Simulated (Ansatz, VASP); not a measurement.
Zr: VASP beside Ansatz

```
CELL_PARAMETERS angstrom
3.18550 0.00000 0.00000
-1.59275 2.75873 0.00000
0.00000 0.00000 5.11009
ATOMIC_POSITIONS crystal
Zr 0.33333 0.66667 0.25000
Zr 0.66667 0.33333 0.75000
```

Alike in both runs: functional PBE; dispersion D3(BJ); k mesh 18 × 18 × 8; occupations gaussian, width 0.1 eV; no spin polarisation.

Ansatz relaxed the structure, and its values are those at the end. VASP's run is a single point on that final structure, the one shown.

```csv
,VASP,Ansatz
version,VASP 6.6.1,Ansatz 0.2.0
potentials or method,"VASP PAW PBE potentials, release 64 (Zr_sv)","scalar-relativistic, plane waves, PAW"
plane-wave cutoff (eV),520,420
valence electrons in the cell,24,24
```

|  | VASP | Ansatz | Ansatz less VASP |
| --- | --- | --- | --- |
| gap on the k mesh at the Fermi level (eV) | none | none | - |
| pressure (GPa) | 0.0 | 0.0 | -0.03 |

A gap of «none» marks a metal or a gap that the smearing closes.

Caveats: pairwise dispersion overbinds metals, which lowers pressure and volume.
